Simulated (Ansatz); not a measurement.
PbS: S-33 NMR of the central transition

Cell: a Materials Project structure (computed, not necessarily an observed phase).

```
Pb S
1.0
     2.07995   -5.99130    0.00000
     2.07995    5.99130    0.00000
     0.00000    0.00000    4.27932
Pb S
2 2
Direct
  0.86944 0.13056 0.75000
  0.13056 0.86944 0.25000
  0.64520 0.35480 0.75000
  0.35480 0.64520 0.25000
```

Sites (sets of like atoms) are named by element and the number of their first atom in this list.

All values are calculated (Ansatz; DFT, PBE, plane waves and PAW, scalar-relativistic, 420 eV cutoff, Γ-centred 7×7×7 k-points, Fermi–Dirac smearing 0.02 eV), not measured.

S-33 has I = 3/2 and Q = -69.40 mb (Pyykkö 2018); at 35.2 T its Larmor frequency is ν₀ = 115.2 MHz. Only the quadrupole interaction is simulated: positions count from each site's isotropic chemical shift, and J coupling is left out, as are shift anisotropy and dipolar coupling, which fast spinning averages.

Simulated pattern of one S site (fast magic-angle spinning, Gaussian broadening 0.01 kHz):

offset (kHz), height and a bar:
```
  -0.3366          0 
  -0.3252          1 
  -0.3138          7 ##
  -0.3024          8 ##
  -0.2910         10 ###
  -0.2795         18 ######
  -0.2681         21 ######
  -0.2567         22 ######
  -0.2453         23 #######
  -0.2339         24 #######
  -0.2225         26 ########
  -0.2111         28 ########
  -0.1997         31 #########
  -0.1883         35 ##########
  -0.1769         62 ###################
  -0.1655        100 ##############################
  -0.1541         81 ########################
  -0.1427         77 #######################
  -0.1313         88 ##########################
  -0.1199         74 ######################
  -0.1085         59 ##################
  -0.0971         51 ###############
  -0.0857         46 ##############
  -0.0743         42 #############
  -0.0629         39 ############
  -0.0515         36 ###########
  -0.0400         34 ##########
  -0.0286         32 ##########
  -0.0172         31 #########
  -0.0058         22 ######
   0.0056          2 #
   0.0170          0
```

(1) Which |C_Q| and η does the pattern imply?

## Answers

(1) The pattern spans 0.317 kHz before broadening and its centre of gravity is at -0.139 kHz, which fixes P_Q; the places of the horns and steps fix η. That gives P_Q = 0.800 MHz, |C_Q| = 0.733 MHz and η = 0.76. The sign of C_Q can't be read from the pattern.

Without spin–orbit coupling the gradients at and beside Pb can be off by some per cent, at some sites by more.
